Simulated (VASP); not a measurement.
Runs of VASP 6.6.1 on K. The cell holds a slab with vacuum, 5 atoms: a = 4.786 Å, b = 4.786 Å, c = 30.517 Å, α = 90.00°, β = 90.00°, γ = 120.00°. The slab is cut from a database's or a generator's crystal, which needn't be the stable form of the element.

```csv
task,level,potentials or basis,cell,cutoff (eV),atoms held fixed (from 0),gap on the mesh (eV),largest force (eV/Å),work function (eV)
relaxation of the atoms,PBE+D2,"VASP PAW PBE potentials, release 64 (K_sv)",atoms relaxed,520,"[0, 1]",none,-,-
single point,PBE,"VASP PAW PBE potentials, release 64 (K_sv_GW)",as given,600,-,none,(a),2.29
relaxation of the atoms,PBE+D3,"VASP PAW PBE potentials, release 64 (K_sv)",atoms relaxed,520,"[0, 1]",none,-,-
relaxation of the atoms,PBE+D4,"VASP PAW PBE potentials, release 64 (K_sv)",atoms relaxed,520,"[0, 1]",none,-,-
single point,PBE,"VASP PAW PBE potentials, release 54 (K_sv)",as given,600,-,none,0.04,2.28
relaxation of the atoms,PBE+D3(BJ),"VASP PAW PBE potentials, release 64 (K_sv)",atoms relaxed,520,"[0, 1]",none,-,-
relaxation of the atoms,PBE,"VASP PAW PBE potentials, release 64 (K_sv)",atoms relaxed,520,"[0, 1]",none,-,-
single point,PBE,"VASP PAW PBE potentials, release 64 (K_sv)",as given,600,-,none,0.04,2.28
single point,PBE,"VASP PAW PBE potentials, release 64 (K_pv)",as given,600,-,none,0.04,2.28
single point,PBE,"VASP PAW PBE potentials, release 54 (K_pv)",as given,600,-,none,0.04,2.28
```

Alike in all rows: no spin polarisation; k mesh 5 × 5 × 1; smearing fermi-dirac 0.05 eV.

Estimate the missing entries.

(a) 0.05.

Caveats: atom-pairwise D2, TS and ULG terms overbind metals (some runs).

A gap of «none» marks a metal or a gap under the smearing width.

The runs don't all hold the same shells in valence.
